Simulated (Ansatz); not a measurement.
# WSi2P4 monolayer in a perpendicular field, part 4 of 4

Wanted: the out-of-plane response of the WSi2P4 monolayer. A positive field points along +c.

Ansatz 0.2.0; plane-wave DFT, PBEsol-D3(BJ), Ansatz PAW (set soft_1); PAW set soft_1 (the session's first sound run).

So far. Step 11 (Relaxing in the field, field -0.1 V/Å): The dipole is -0.0624 e·Å, and the gap on the mesh 0.994 eV. Step 12 (Response, atoms relaxed): The induced dipole is that of a conductor 11.36 Å thick.

### 13. A changed input: scf.algorithm = "direct_min"

This step: plane-wave DFT, PBEsol-D3(BJ), Ansatz PAW (set soft_1) (Ansatz 0.2.0).

A run with a changed input: it repeats the earlier run at 0.1 V/Å with scf.algorithm to direct_min.

input.yaml reads:

```yaml
crystal:
  lattice:
    - [3.3869153278, 0.0, 0.0]
    - [-1.6934576639, 2.9331547143, 0.0]
    - [0.0, 0.0, 27.4283660641]
  atoms:
    - { symbol: P, position: [0.0, 0.0, 0.3281274568] }
    - { symbol: Si, position: [0.3333333333, 0.6666666667, 0.3664477279] }
    - { symbol: P, position: [0.3333333333, 0.6666666667, 0.4477487376] }
    - { symbol: W, position: [0.0, 0.0, 0.5] }
    - { symbol: P, position: [0.3333333333, 0.6666666667, 0.5522512624] }
    - { symbol: Si, position: [0.3333333333, 0.6666666667, 0.6335522721] }
    - { symbol: P, position: [0.0, 0.0, 0.6718725432] }
kpoints:
  mp_grid: { grid: [18, 18, 1] }
  band_path:
    path: [[0, 0, 0], [0.5, 0, 0], [0.33333333, 0.33333333, 0], [0, 0, 0]]
    npoints: 16
hamiltonian:
  xc: pbesol
  dispersion: d3bj
  pseudopotentials: { kind: paw, azcp: { folder: soft_1 }, xc_functional: pbe }
scf:
  occupations: { method: fermi_dirac, width: 0.02585 }
  convergence: { dr2_threshold: 1.0e-10 }
  algorithm: direct_min
efield:
  axis: 3
  dipole_correction: true
  ramp_position: 0.9552
  ramp_width: 0.0897
  amplitude: 0.1
output:
  write_potential: true
  write_density: true
  volumetric_format: npy
```

Command:

```
ansatz run input.yaml --threads 4 --pin off --max-ram 6144MiB --backend cpu --events-out ev --progress --plain --runs-dir out
```

What it wrote:

```text
[...]
Crystal: 7 atoms, lattice volume = 272.483 Å³
Basis set: ecut = 420 eV, 5347 PW (Γ)
Bands: 28, of which v1, the nominal top of the filled ones, is band 21 counted from 1 (20 counted from 0)
Symmetry: 6 space group operations
k-points: 37 of 324 (time reversal used)
[...]
SCF iter  14: F=-14464.772272 eV  HF=-14464.772272 eV  |F-HF|=0.00e0  |Δ(HF+E_count)|=    0.00e0  Δρ=6.18e-9  dr2=4.83e-13  ethr=1.00e-12  p=0.062 e·Å  D=4.12e-2 V/Å  ΔV_dip=-1.13 eV  dr2_dipole=1.57e-14  V_vac-E_F(+/−)=5.43/4.13 eV  ⟨swp⟩=2.0  Hψ=1817  notcnv=0
SCF 1 converged in 14 iterations: F = -14464.772272 eV  dr2 = 4.83e-13
[...]
SCF converged after 14 iterations
Stability not checked: this state was not tested for a lower state beside it, because a direct minimisation reached the state, and no test of it is asked (direct_minimisation; see scf.lower_state_search)
Free energy (F): -14464.772272 eV
[...]
Internal energy: -14464.772272 eV  (E = F + TS)
E sigma→0 (E₀):  -14464.772272 eV
Fermi energy:    1.752724 eV
Dipole field:    D = 0.041179 V/Å  (p = 0.062009 e·Å, saw-weighted, corrected)
Work function:   not extracted (applied field tilts the vacuum); planar V_es + V_field profile in the machine report
[...]
--- Band table (eV; the first three rows and the last of 37) ---
  k-point 0: bands = [... 17 lower, 0.6013, 0.6850, 0.6850, 0.8837, 4.1150, 4.1150, 4.3996, 4.3996, ... 3 higher]
  k-point 1: bands = [... 17 lower, 0.4410, 0.5000, 0.5884, 0.9150, 3.9959, 4.2186, 4.2200, 4.4390, ... 3 higher]
  k-point 2: bands = [... 17 lower, 0.2426, 0.2783, 0.3428, 0.8793, 3.7354, 3.8226, 4.4429, 4.4851, ... 3 higher]
  k-point 36: bands = [... 17 lower, -1.7071, -0.4798, 0.2502, 1.2563, 2.2503, 2.6501, 2.9596, 3.6481, ... 3 higher]
```

Run time: 54 s. Hardware: 4 threads of Intel Xeon Platinum 8259CL at 2.50GHz (Skylake/Cascade Lake), shared host; peak memory 0.83 GiB; 3.4 min of CPU time.

This step gave:

| Quantity | Value |
| --- | --- |
| gap on the k-mesh | 0.9940 eV |
| dipole along the normal | 0.06201 e·Å |
| gap along the path | 0.9940 eV |
| smallest direct gap along the path | 0.9940 eV |
| gap, the smaller of path and mesh | 0.9940 eV |

The electronic bands at the labelled points (eV, zero at the Fermi level of the run, which the smearing sets inside the gap):

| point | band 18 | band 19 | band 20 | band 21 | band 22 | band 23 | band 24 | band 25 |
| --- | --- | --- | --- | --- | --- | --- | --- | --- |
| Γ | -1.15 | -1.07 | -1.07 | -0.87 | 2.36 | 2.36 | 2.65 | 2.65 |
| halfway | -2.20 | -2.15 | -1.94 | -1.40 | 1.26 | 1.55 | 2.13 | 2.22 |
| M | -2.56 | -2.35 | -2.03 | -1.16 | 0.86 | 1.03 | 1.56 | 1.69 |
| halfway | -2.99 | -2.38 | -1.86 | -1.02 | 0.96 | 1.39 | 1.50 | 2.48 |
| K | -3.46 | -2.23 | -1.50 | -0.50 | 0.50 | 0.90 | 1.21 | 1.90 |
| halfway | -2.47 | -2.37 | -1.87 | -1.44 | 1.40 | 1.78 | 2.00 | 3.06 |
| Γ | -1.15 | -1.07 | -1.07 | -0.87 | 2.36 | 2.36 | 2.65 | 2.65 |

| quantity | this run | earlier run | difference |
| --- | --- | --- | --- |
| dipole along the normal (e·Å) | 0.06201 | 0.06201 | 1.3e-6 |
| gap along the path (eV) | 0.9940 | 0.9940 | 0 |
| smallest direct gap along the path (eV) | 0.9940 | 0.9940 | 0 |
| gap on the k-mesh (eV) | 0.9940 | 0.9940 | -4.4e-8 |

Nothing in the table moves by 0.01 in its unit (for the dipole 0.5 % and 5e-5 e·Å). The run took 14 SCF cycles against 18.

The path shows a direct gap of 0.99 eV (valence top at K, conduction bottom at K).

### 14. The same run with other settings: scf.lower_state_search = "light"

Another changed input: it repeats the earlier run at 0.1 V/Å with scf.lower_state_search to light.

Changes to input.yaml since step 13:

```diff
@@ -25,3 +25,3 @@
   convergence: { dr2_threshold: 1.0e-10 }
-  algorithm: direct_min
+  lower_state_search: light
 efield:
```

What it wrote:

```text
[...]
Crystal: 7 atoms, lattice volume = 272.483 Å³
Basis set: ecut = 420 eV, 5347 PW (Γ)
Bands: 28, of which v1, the nominal top of the filled ones, is band 21 counted from 1 (20 counted from 0)
Symmetry: 6 space group operations
k-points: 37 of 324 (time reversal used)
[...]
SCF iter   1: F=—  HF=-14465.938326 eV  |F-HF|=—  |Δ(HF+E_count)|=         —  Δρ=3.34e-2  dr2=3.95e0  ethr=3.10e-3  p=0.065 e·Å  D=4.33e-2 V/Å  ΔV_dip=-1.19 eV  dr2_dipole=4.87e-4  V_vac-E_F(+/−)=7.34/6.10 eV  ⟨swp⟩=12.3  Hψ=7830  notcnv=0
[...]
SCF iter  18: F=-14464.772272 eV  HF=-14464.772272 eV  |F-HF|=1.46e-11  |Δ(HF+E_count)|=  5.64e-11  Δρ=4.36e-8  dr2=6.34e-12  ethr=1.00e-12  p=0.062 e·Å  D=4.12e-2 V/Å  ΔV_dip=-1.13 eV  dr2_dipole=4.56e-13  V_vac-E_F(+/−)=5.43/4.13 eV  ⟨swp⟩=13.0  Hψ=3671  notcnv=0
SCF 1 converged in 18 iterations: F = -14464.772272 eV  dr2 = 6.34e-12
[...]
SCF converged after 18 iterations
Free energy (F): -14464.772272 eV
[...]
Internal energy: -14464.772272 eV  (E = F + TS)
E sigma→0 (E₀):  -14464.772272 eV
Fermi energy:    1.752724 eV
Dipole field:    D = 0.041178 V/Å  (p = 0.062007 e·Å, saw-weighted, corrected)
Work function:   not extracted (applied field tilts the vacuum); planar V_es + V_field profile in the machine report
[...]
--- Band table (eV; the first three rows and the last of 37) ---
  k-point 0: bands = [... 17 lower, 0.6013, 0.6850, 0.6850, 0.8837, 4.1150, 4.1150, 4.3996, 4.3996, ... 3 higher]
  k-point 1: bands = [... 17 lower, 0.4410, 0.5000, 0.5884, 0.9150, 3.9959, 4.2186, 4.2200, 4.4390, ... 3 higher]
  k-point 2: bands = [... 17 lower, 0.2426, 0.2783, 0.3428, 0.8793, 3.7354, 3.8226, 4.4429, 4.4851, ... 3 higher]
  k-point 36: bands = [... 17 lower, -1.7071, -0.4798, 0.2502, 1.2563, 2.2503, 2.6501, 2.9596, 3.6481, ... 3 higher]
```

Wall time 25 s (4 threads); peak memory 0.74 GiB; 96 s of CPU time.

Electronic bands along the path, in eV, zero at the Fermi level of the run, which the smearing sets inside the gap:

(Unchanged from step 13.)

| quantity | this run | earlier run | difference |
| --- | --- | --- | --- |
| dipole along the normal (e·Å) | 0.06201 | 0.06201 | 0 |
| gap along the path (eV) | 0.9940 | 0.9940 | 0 |
| smallest direct gap along the path (eV) | 0.9940 | 0.9940 | 0 |
| gap on the k-mesh (eV) | 0.9940 | 0.9940 | 0 |

Nothing in the table moves by 0.01 in its unit (for the dipole 0.5 % and 5e-5 e·Å).

### 15. What came out

```
gap without field                             : 0.994 eV
ionisation energy, upper face                 : 5.31 eV
electron affinity, upper face                 : 4.31 eV
equivalent conductor thickness, atoms held    : 11.3 Å
equivalent conductor thickness, atoms relaxed : 11.4 Å
```

In words: The induced dipole equals that of a perfect conductor 11.30 Å thick, while the outer atoms lie 9.43 Å apart; an out-of-plane ε follows only once a thickness t is chosen, by 1 − 1/ε = 11.30 Å / t. The gap stays within 0.01 eV of 0.99 eV over the fields run, up to 0.35 V/Å in size. Letting the atoms follow the field adds 0.06 Å to the equivalent conductor thickness: the ionic part of the response. Semilocal functionals give gaps that are too small, and excitons are not included. Spin-orbit coupling is left out, which matters for the bands of elements this heavy. The outer anions sit over the metal atoms, one of several polytypes of such layers and not the lowest for every compound. With this functional, D3(BJ) tends to leave the relaxed cell short of measured lattice constants, by some per cent.

[Long decimals in the printed logs are rounded to 6 places.]

[Logs are printed without paths, hosts, clocks, repeated set-up lines and the standing remarks that a program may print on its own settings, such as how far it seeks lower states.]

[Hosts, paths, dates, database ids (printed as entryN), source tags and the programs' standing remarks are cut or masked in the printed files.]

[Maps of the electrostatic potential energy from Ansatz leave out the sawtooth potential of an applied field or a dipole correction, so their vacuum need not be flat; planar profiles and work functions include it.]
